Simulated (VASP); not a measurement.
# 2H-MoTe2 monolayer and its bilayer, part 2 of 2

What are the lattice, gap and band positions of 2H-MoTe2 monolayer, and what does a second sheet change?

VASP 6.6.1, plane waves and PAW; the level of theory is named at each step.

So far. Step 12 (A rigid stacking): Energy at zero smearing: -23.99681 eV.

## (13) Relaxing the bilayer

The lowest stacking relaxes at the monolayer's lattice.

The input, INCAR:

```
SYSTEM = Te2Mo
PREC = Normal
ENCUT = 350
EDIFF = 1E-07
NELM = 120
ISMEAR = 0
SIGMA = 0.03
LREAL = .FALSE.
ALGO = Fast
GGA = MK
AGGAC = 0
LUSE_VDW = .TRUE.
PARAM1 = 0.1234
PARAM2 = 1
LASPH = .TRUE.
NBANDS = 24
LORBIT = 11
LWAVE = .FALSE.
LCHARG = .FALSE.
KPAR = 4
IBRION = 2
NSW = 70
ISIF = 2
EDIFFG = -0.004
POTIM = 0.8
MAXMIX = 40
IDIPOL = 3
LDIPOL = .TRUE.
DIPOL = 0.5 0.5 0.5
```

The input, POSCAR:

```
Te2Mo
1.0
    3.5207101148      0.0000000000      0.0000000000
   -1.7603550574      3.0490243988      0.0000000000
    0.0000000000      0.0000000000     27.3521883280
Mo Te
2 4
Direct
    0.3333333300      0.6666666700      0.3770465100
    0.6666666700      0.3333333300      0.6229534900
    0.6666666700      0.3333333300      0.3107612400
    0.6666666700      0.3333333300      0.4433317700
    0.3333333300      0.6666666700      0.5566682300
    0.3333333300      0.6666666700      0.6892387600
```

The input, KPOINTS:

```
Automatic mesh
0
Gamma
12 12 1
0 0 0
```

The projector-augmented-wave data sets are Mo and Te (PBE family, release 64).

The run is started by

```console
> mpirun -np 4 vasp_std
```

It took 11 min on 4 MPI ranks of Intel Xeon 6975P-C (Granite Rapids), shared host; peak memory 1.8 GiB.

The steps of the relaxation:

| step | energy less that of the first step (eV) | largest force (eV/Å) |
| --- | --- | --- |
| 1 | 0.0000 | 0.1266 |
| 2 | -0.0029 | 0.0987 |
| 3 | -0.0036 | 0.1840 |
| 4 | -0.0054 | 0.1648 |
| 5 | -0.0088 | 0.1607 |
| 6 | -0.0068 | 0.4513 |
| 7 | -0.0094 | 0.2561 |
| 8 | -0.0105 | 0.2476 |
| 9 | -0.0136 | 0.2224 |
| 10 | -0.0188 | 0.1728 |
| 11 | -0.0258 | 0.0756 |
| 12 | -0.0270 | 0.1483 |
| 13 | -0.0284 | 0.0736 |
| 14 | -0.0285 | 0.0682 |
| 15 | -0.0288 | 0.0352 |
| 16 | -0.0290 | 0.0328 |
| 17 | -0.0290 | 0.0048 |
| 18 | -0.0290 | 0.0023 |

The atoms that moved most (Å):

| atom | dx | dy | dz | length |
| --- | --- | --- | --- | --- |
| Mo1 | 0.000 | 0.000 | -0.154 | 0.154 |
| Mo2 | 0.000 | 0.000 | 0.154 | 0.154 |
| Te6 | 0.000 | 0.000 | 0.153 | 0.153 |
| Te3 | 0.000 | 0.000 | -0.153 | 0.153 |
| Te4 | 0.000 | 0.000 | -0.150 | 0.150 |
| Te5 | 0.000 | 0.000 | 0.150 | 0.150 |

Final coordinates:

```
Mo Te
1.0
     3.52071    0.00000    0.00000
    -1.76036    3.04902    0.00000
     0.00000    0.00000   27.35219
Mo Te
2 4
Direct
  0.33333 0.66667 0.37143
  0.66667 0.33333 0.62857
  0.66667 0.33333 0.30517
  0.66667 0.33333 0.43785
  0.33333 0.66667 0.56215
  0.33333 0.66667 0.69483
```

This step gave:

| Property | Result |
| --- | --- |
| electronic cycles | 221 |
| free energy (TOTEN) | -24.10 eV |
| Fermi energy | 1.153 eV |
| gap on the k-mesh | 1.024 eV |
| least direct gap on the k-mesh | 1.095 eV |

The run ended after 18 ionic steps, 0.029 eV below its first step, once the forces on the free atoms met EDIFFG = -0.004.

## (14) Levels and bands of the bilayer

The same static run as for one sheet shows what the neighbour does to the levels.

INCAR, as its differences from that of step 13:

```diff
@@ -3,3 +3,3 @@
 ENCUT = 350
-EDIFF = 1E-07
+EDIFF = 1E-06
 NELM = 120
@@ -20,8 +20,2 @@
 KPAR = 4
-IBRION = 2
-NSW = 70
-ISIF = 2
-EDIFFG = -0.004
-POTIM = 0.8
-MAXMIX = 40
 IDIPOL = 3
@@ -29 +23,4 @@
 DIPOL = 0.5 0.5 0.5
+LVHAR = .TRUE.
+LVACPOTAV = .TRUE.
+NEDOS = 1500
```

The input, POSCAR:

```
Te2Mo
1.0
    3.5207101148      0.0000000000      0.0000000000
   -1.7603550574      3.0490243988      0.0000000000
    0.0000000000      0.0000000000     27.3521883280
Mo Te
2 4
Direct
    0.3333333300      0.6666666700      0.3714264921
    0.6666666700      0.3333333300      0.6285735079
    0.6666666700      0.3333333300      0.3051748098
    0.6666666700      0.3333333300      0.4378545581
    0.3333333300      0.6666666700      0.5621454419
    0.3333333300      0.6666666700      0.6948251902
```

KPOINTS is that of step 13.

The input, KPOINTS_OPT:

```
Line mode
14
Line-mode
Reciprocal
  0.00000000   0.00000000   0.00000000 GAMMA
  0.50000000   0.00000000   0.00000000 M

  0.50000000   0.00000000   0.00000000 M
  0.33333333   0.33333333   0.00000000 K

  0.33333333   0.33333333   0.00000000 K
  0.00000000   0.00000000   0.00000000 GAMMA
```

The run is started by

```console
> mpirun -np 4 vasp_std
```

The job ended after 69 s (4 MPI ranks; peak memory 1.8 GiB; 4.5 min of CPU time).

This step gave:

| Quantity | Value |
| --- | --- |
| electronic cycles | 24 |
| Fermi energy | 1.119 eV |
| least gap on mesh and path | 0.9858 eV |
| least direct gap on mesh and path | 1.095 eV |
| vacuum levels | 5.995, 5.995 eV |
| ionisation potentials of the upper and lower face | 5.004, 5.004 eV |
| electron affinities of the upper and lower face | 4.018, 4.018 eV |

Electronic bands along the path, in eV, zero at the valence-band top; v1 is the highest filled band, c1 the lowest empty one:

| point | v4 | v3 | v2 | v1 | c1 | c2 | c3 | c4 |
| --- | --- | --- | --- | --- | --- | --- | --- | --- |
| Γ | -0.87 | -0.87 | -0.71 | 0.00 | 3.06 | 3.06 | 3.14 | 3.14 |
| 0.46 of the way | -1.08 | -0.95 | -0.83 | -0.67 | 1.44 | 1.68 | 2.07 | 2.17 |
| M | -0.82 | -0.81 | -0.36 | -0.21 | 1.38 | 1.41 | 1.63 | 1.79 |
| 0.46 of the way | -1.77 | -1.61 | -0.31 | -0.19 | 1.35 | 1.42 | 1.84 | 1.97 |
| K | -1.78 | -1.78 | -0.12 | 0.00 | 1.09 | 1.09 | 1.52 | 2.00 |
| 0.46 of the way | -1.00 | -0.92 | -0.59 | -0.52 | 1.00 | 1.38 | 1.71 | 1.82 |
| Γ | -0.87 | -0.87 | -0.71 | 0.00 | 3.06 | 3.06 | 3.14 | 3.14 |

Of the projections kept (Mo, Te), the largest for each band there; the rest of the weight can lie on other orbitals:

| point | v4 | v3 | v2 | v1 | c1 | c2 | c3 | c4 |
| --- | --- | --- | --- | --- | --- | --- | --- | --- |
| Γ | Mo 0.80 | Mo 0.80 | Mo 0.87 | Mo 0.69 | Te 0.73 | Te 0.73 | Te 0.74 | Te 0.74 |
| M | Mo 0.72 | Mo 0.78 | Te 0.76 | Te 0.73 | Mo 0.95 | Mo 0.93 | Mo 0.93 | Mo 0.93 |
| K | Te 0.51 | Te 0.51 | Mo 0.90 | Mo 0.88 | Mo 0.94 | Mo 0.94 | Mo 0.79 | Mo 0.77 |
| Γ | Mo 0.80 | Mo 0.80 | Mo 0.87 | Mo 0.69 | Te 0.73 | Te 0.73 | Te 0.74 | Te 0.74 |

The planar average of the electrostatic potential oscillates, so the rows of the table below give means over windows of 1 Å about each position, cut where the curve ends. Its maxima inside the range that stand out by 2 % of the span (Å: eV): 9.4: -3.70, 11.0: -3.63, 13.7: 3.75, 16.4: -3.63, 17.9: -3.70. Its minima: 8.4: -18.5, 10.2: -6.03, 11.9: -18.5, 15.4: -18.5, 17.1: -6.03, 19.0: -18.5.

Zero at the Fermi level. Table of planar average of the electrostatic potential by height; means over each step:

height (Å), planar average of the electrostatic potential (eV) and a bar from the least value:
```
        0        4.9 ##############################
        1        4.9 ##############################
        2        4.9 ##############################
        3        4.9 ##############################
        4        4.9 ##############################
        5        4.9 ##############################
        6        4.7 ##############################
        7        2.7 ###########################
        8      -12.9 ####
        9       -9.4 #########
       10       -5.4 ###############
       11       -5.8 ###############
       12      -16.0 
       13       -0.7 ######################
       14        2.6 ###########################
       15      -12.4 #####
       16       -9.8 #########
       17       -5.3 ###############
       18       -5.7 ###############
       19      -16.0 
       20       -1.1 #####################
       21        4.5 #############################
       22        4.8 ##############################
       23        4.9 ##############################
       24        4.9 ##############################
       25        4.9 ##############################
       26        4.9 ##############################
       27        4.9 ##############################
```

Density of states in the PAW spheres, an atom over height of the layer and energy from the Fermi level.

Values in states/eV, 22 rows by 6 columns, each cell a mean:
```
0.00 0.00 0.00 0.00 0.00 0.00
0.00 0.08 0.03 0.03 0.08 0.00
0.27 1.34 0.34 0.34 1.34 0.27
0.35 1.49 0.29 0.29 1.49 0.35
0.46 1.35 0.45 0.45 1.35 0.46
0.64 1.64 0.61 0.61 1.64 0.64
0.45 1.11 0.47 0.47 1.11 0.45
0.37 1.04 0.37 0.37 1.04 0.37
0.43 0.89 0.43 0.43 0.89 0.43
0.51 0.76 0.39 0.39 0.76 0.51
0.53 0.82 0.56 0.56 0.82 0.53
0.26 0.34 0.23 0.23 0.34 0.26
0.31 0.43 0.28 0.28 0.43 0.31
0.51 0.71 0.54 0.54 0.71 0.51
0.21 0.32 0.29 0.29 0.32 0.21
0.12 0.16 0.15 0.15 0.16 0.12
0.01 0.01 0.01 0.01 0.01 0.01
0.00 0.00 0.00 0.00 0.00 0.00
0.00 0.00 0.00 0.00 0.00 0.00
0.00 0.00 0.00 0.00 0.00 0.00
0.00 0.00 0.00 0.00 0.00 0.00
0.00 0.00 0.00 0.00 0.00 0.00
```
Columns: height of the layer (Å) from 8.3 to 19 (not evenly spaced); rows upwards: energy from the Fermi level (eV) from -7.9 to 0.5.

The map of layer states is cut here 0.5 eV above the Fermi level, so it leaves out the states above that.

The vacuum level lies 5.00 eV above the highest filled level at the upper face; both faces agree, as the slab has next to no dipole.

The program found no field-free point at its default tolerance, but its printed level agrees with the flat part of the planar average.

## (15) Putting the energies together

This step: monolayer and bilayer, optB86b-vdW; plane waves and PAW (VASP 6.6.1).

This step runs nothing: it gathers the runs above.

This step gave:

```yaml
polarisability_per_area_of_the_slab_or_monolayer: 0.5048 Å
gap_with_spin_orbit: 1.005 eV
binding_energy: -25.81 meV/Å²
interlayer_gap: 3.400 Å
bilayer_gap: 0.9858 eV
bilayer_level_below_vacuum: 5.004 eV
lattice_a: 3.521 Å
lattice_b: 3.521 Å
thickness: 3.626 Å
monolayer_gap: 1.138 eV
ionisation_potential_at_the_upper_face: 5.042 eV
```

VASP counts both for electrons: a positive EFIELD is a field along -c, and a positive dipole, in electrons times A, points along -c. Field, by row:

| EFIELD (eV/Å) | dipole along z of the monolayer (e Å) | energy change of the monolayer (eV) |
| --- | --- | --- |
| -0.1 | -0.03763 | -0.00189 |
| 0 | 0 | 0 |
| 0.1 | 0.03763 | -0.00189 |

Rigid sheets, 3.1 Å apart. Stackings, by row:

| stacking | energy above the lowest (meV/Å²) |
| --- | --- |
| turned by 180 degrees, shift 0.00 0.00 | 0 |
| same orientation, shift 0.33 0.67 | 1.522 |
| turned by 180 degrees, shift 0.67 0.33 | 6.743 |
| turned by 180 degrees, shift 0.33 0.67 | 55.96 |
| same orientation, shift 0.00 0.00 | 61.65 |

The polarisability is the slope of the dipole against the field, as a volume for each unit of area.

## (16) What came out

```
lattice a                                        : 3.52 Å
monolayer gap                                    : 1.14 eV
gap with spin orbit                              : 1.00 eV
binding energy                                   : -25.8 meV/Å²
interlayer gap                                   : 3.40 Å
bilayer gap                                      : 0.986 eV
polarisability per area of the slab or monolayer : 0.505 Å
```

**Reading.** The monolayer relaxes to a = 3.521 Å and has a gap of 1.14 eV (1.00 eV with spin-orbit coupling). The ionisation potential is 5.04 eV at both faces. Of 5 rigid stackings the lowest has the upper sheet turned by 180 degrees and shifted by (0.00, 0.00) in cell vectors, and the highest lies 61.6 meV/Å² above it. Relaxed, the sheets lie 3.40 Å apart and bind by 25.8 meV/Å². The next stacking lies close, and only the lowest was relaxed, so the order could change. The second sheet narrows the gap, to 0.99 eV. All runs are without spin polarisation. The bilayer keeps the monolayer's lattice, and only high-symmetry stackings were tried. Semilocal gaps are too small. Levels against the vacuum, binding and the bilayer's gap are without spin-orbit coupling.

[Lines on the potential files, build, host, timing and source positions are cut from VASP's logs without a mark.]

[Logs are printed without paths, hosts, clocks, repeated set-up lines and the standing remarks that a program may print on its own settings, such as how far it seeks lower states.]

[Hosts, paths, dates, database ids (printed as entryN), source tags and the programs' standing remarks are cut or masked in the printed files.]

[Runs that stopped without an error message from VASP are left out.]
